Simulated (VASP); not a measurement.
Input of a VASP 6.6.1 run:

Contents of INCAR:

```
PREC = Accurate
ENCUT = 520
EDIFF = 1E-6
ISMEAR = 0
SIGMA = 0.1
LREAL = False
LASPH = True
NELM = 100
ALGO = Normal
ISIF = 2
LWAVE = False
LCHARG = False
GGA = PE
NBANDS = 12
```

File KPOINTS:

```
Automatic mesh
0
Gamma
  18 18 18
```

File POSCAR:

```
Ag
1.0
   -1.7188503132      1.7188503132      1.7188503132
    1.7188503132     -1.7188503132      1.7188503132
    1.7188503132      1.7188503132     -1.7188503132
Ag
1
Direct
    0.0000000000      0.0000000000      0.0000000000
```

Potentials or basis: VASP PAW PBE potentials, release 64 (Ag).

Launch:

```sh
$ cat potpaw_PBE.64/Ag/POTCAR > POTCAR
$ mpirun -np 1 vasp_std > vasp.out
```

Predict the pressure.

-7.5 GPa.

Predict the band gap on the k mesh.

none (metal or under the smearing width).
